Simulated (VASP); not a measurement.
# Ru (P6_3/mmc) in VASP: further runs, part 2 of 2

VASP 6.6.1.

### Step 3. Electrostatic potential, PBEsol

INCAR reads:

```
SYSTEM = Ru
PREC     = Accurate       ! precision mode
ENCUT    = 520            ! plane-wave cutoff, eV
EDIFF    = 1E-6           ! SCF threshold, eV
ISMEAR   = 1              ! smearing method
SIGMA    = 0.1            ! smearing width, eV
LREAL    = .FALSE.        ! projectors in reciprocal space
LASPH    = .TRUE.         ! aspherical terms in the spheres
NELM     = 60             ! most SCF steps
ALGO     = Fast           ! electronic algorithm
ISIF     = 2              ! what is computed and relaxed
LWAVE    = .FALSE.        ! write WAVECAR
LCHARG   = .TRUE.         ! write CHGCAR
GGA      = PS             ! functional
LVHAR    = .TRUE.
```

KPOINTS reads:

```
regular mesh
0
G
  18 18 10
  0 0 0
```

POSCAR reads:

```
Ru                                      
1.0
    2.6888319887     -0.0000000000      0.0000000000
   -1.3444159943      2.3285968125     -0.0000000000
    0.0000000000      0.0000000000      4.2529438660
  Ru            
     2
Direct
     0.3333333300000021    0.6666666699999979    0.2500000000000000
     0.6666666699999979    0.3333333300000021    0.7500000000000000
```

Potentials or basis: VASP PAW PBE potentials, release 64 (Ru_pv).

Command:

```console
$ cat potpaw_PBE.64/Ru_pv/POTCAR > POTCAR
$ mpirun -np 1 vasp_std > vasp.out
```

OUTCAR:

```text
SYSTEM = Ru
   PREC = Accurate
   ENCUT = 520
   EDIFF = 1E-6
   ISMEAR = 1
   LREAL = .FALSE.
   LASPH = .TRUE.
   NELM = 60
   ISIF = 2
   GGA = PS

 ion  position               nearest neighbor table
   1  0.333  0.667  0.250-   2 2.63   2 2.63   2 2.63   2 2.63   2 2.63   2 2.63
   2  0.667  0.333  0.750-   1 2.63   1 2.63   1 2.63   1 2.63   1 2.63   1 2.63

  LATTYP: Found a hexagonal cell.
 ALAT       =     2.6888319887
 C/A-ratio  =     1.5817068095

  Lattice vectors:

 A1 = (   2.6888319887,   0.0000000000,   0.0000000000)
 A2 = (  -1.3444159943,   2.3285968125,   0.0000000000)
 A3 = (   0.0000000000,   0.0000000000,   4.2529438660)

Analysis of symmetry for initial positions (statically):
=====================================================================
 Subroutine PRICEL returns:
 Original cell was already a primitive cell.

 Routine SETGRP: Setting up the symmetry group for a
 hexagonal supercell.

 Subroutine GETGRP returns: Found 24 space group operations
 (whereof 12 operations were pure point group operations)
 out of a pool of 24 trial point group operations.

The static configuration has the point symmetry D_3d.
 The point group associated with its full space group is D_6h.

Analysis of symmetry for dynamics (positions and initial velocities):
=====================================================================
 Subroutine PRICEL returns:
 Original cell was already a primitive cell.

 Routine SETGRP: Setting up the symmetry group for a
 hexagonal supercell.

 Subroutine GETGRP returns: Found 24 space group operations
 (whereof 12 operations were pure point group operations)
 out of a pool of 24 trial point group operations.

The dynamic configuration has the point symmetry D_3d.
 The point group associated with its full space group is D_6h.

 Subroutine INISYM returns: Found 24 space group operations
 (whereof 12 operations are pure point group operations),
 and found     1 'primitive' translations

----------------------------------------------------------------------------------------

                                     Primitive cell
[... 114 lines left out ...]
  Thomas-Fermi vector in A             =   2.751227
   LORBIT       =      0    0 simple, 1 ext, 2 COOP (PROOUT), +10 PAW based schemes
   GGA     = PS    functional components
   LHFCALC =     F    Hartree Fock is set to
   AEXX    =    0.0000 exact exchange contribution
   IVDW    =     0    specifies the selected vdW correction
   LEPSILON=     F    determine dielectric tensor
   LRPA    =     F    only Hartree local field effects (RPA)
 non-spin polarized calculation
 RMM-DIIS sequential band-by-band and
 Methfessel and Paxton  Order N= 1 SIGMA  =   0.10
  energy-cutoff  :      520.00
  volume of cell :       26.63
 maximum number of plane-waves:       738
 NGX is ok and might be reduce to    20
   NGX =  9   NGY =  9   NGZ = 15

 number of electron      27.9999997 magnetization

 Free energy of the ion-electron system (eV)
  ---------------------------------------------------
  ext. energy  EPLUGINS =         0.00000000
  ---------------------------------------------------
  free energy    TOTEN  =       -20.34062922 eV

  energy without entropy =      -20.34002041  energy(sigma->0) =      -20.34042628

 E-fermi :  13.0474     XC(G=0): -14.4017

 val. band max:       13.0423908190   @ k =   0.3333   0.1111   0.3000
 cond. band min:      13.0496279709   @ k =   0.1667   0.0000   0.4000
 fundamental gap:      0.0072371519
 Fermi energy:        13.0474414607

 k-point     1 :       0.0000    0.0000    0.0000
  band No.  band energies     occupation
      1     -30.6185      2.00000
      2     -29.6158      2.00000
      3     -29.6158      2.00000
      4     -29.4336      2.00000
      5     -29.4336      2.00000
      6     -29.3906      2.00000
[... 481 lines left out ...]
      5     -29.7017      2.00000
      6     -29.6187      2.00000
[... 10 lines left out ...]
     17      16.9075      0.00000
     18      20.6000      0.00000

 [... further k-points ...]

------------------------ aborting loop because EDIFF is reached ----------------------------------------

  FORCE on cell =-STRESS in cart. coord.  units (eV):
  Direction    XX          YY          ZZ          XY          YZ          ZX
  --------------------------------------------------------------------------------------
  -------------------------------------------------------------------------------------
  Total        0.0090710      0.0090710      0.0066935      0.0000000      0.0000000     -0.0000000
  in kB        0.5457820      0.5457820      0.4027312      0.0000000      0.0000000     -0.0000000
  external PRESSURE =       0.4980984 kB  Pullay stress =       0.0000000 kB

 VOLUME and BASIS-vectors are now :
 -----------------------------------------------------------------------------
  energy-cutoff  :      520.00
  volume of cell :       26.63
      direct lattice vectors                 reciprocal lattice vectors
     2.688831989  0.000000000  0.000000000     0.371908696  0.214721586  0.000000000
    -1.344415994  2.328596812  0.000000000     0.000000000  0.429443171  0.000000000
     0.000000000  0.000000000  4.252943866     0.000000000  0.000000000  0.235131248

 POSITION                                       TOTAL-FORCE (eV/Angst)
 -----------------------------------------------------------------------------------
     -0.00000      1.55240      1.06324         0.000000      0.000000      0.000000
      1.34442      0.77620      3.18971        -0.000000      0.000000      0.000000
 -----------------------------------------------------------------------------------
    total drift:                               -0.000004      0.000002     -0.000000

  FREE ENERGIE OF THE ION-ELECTRON SYSTEM (eV)
  ---------------------------------------------------
  free  energy   TOTEN  =       -20.3406292172 eV

  energy  without entropy=      -20.3400204109  energy(sigma->0) =      -20.34042628
```

stdout:

```text
POSCAR found type information on POSCAR Ru
 POSCAR found :  1 types and       2 ions
 scaLAPACK will be used
 -----------------------------------------------------------------------------
|                                                                             |
|                                                                             |
|     You enforced a specific xc type in the INCAR file but a different       |
|     I HOPE YOU KNOW WHAT YOU ARE DOING!                                     |
|                                                                             |
 -----------------------------------------------------------------------------

 LDA part: xc-table for (Slater+PW92), standard interpolation
 POSCAR, INCAR and KPOINTS ok, starting setup
 FFT: planning ... GRIDC
 FFT: planning ... GRID_SOFT
 FFT: planning ... GRID
 WAVECAR not read
 entering main loop
```

Run time: 1.8 min. Hardware: 1 thread of Intel Xeon Platinum 8259CL at 2.50GHz (Skylake/Cascade Lake), shared host; peak memory 0.2 GiB.

What came out:

```
Free energy            : -20.3406 eV
Pressure               : 0.0 GPa
Band gap on the k mesh : none (metal or under the smearing width)
```

Caveat: the PAW data sets were made with another functional, which shifts forces and pressure a little.
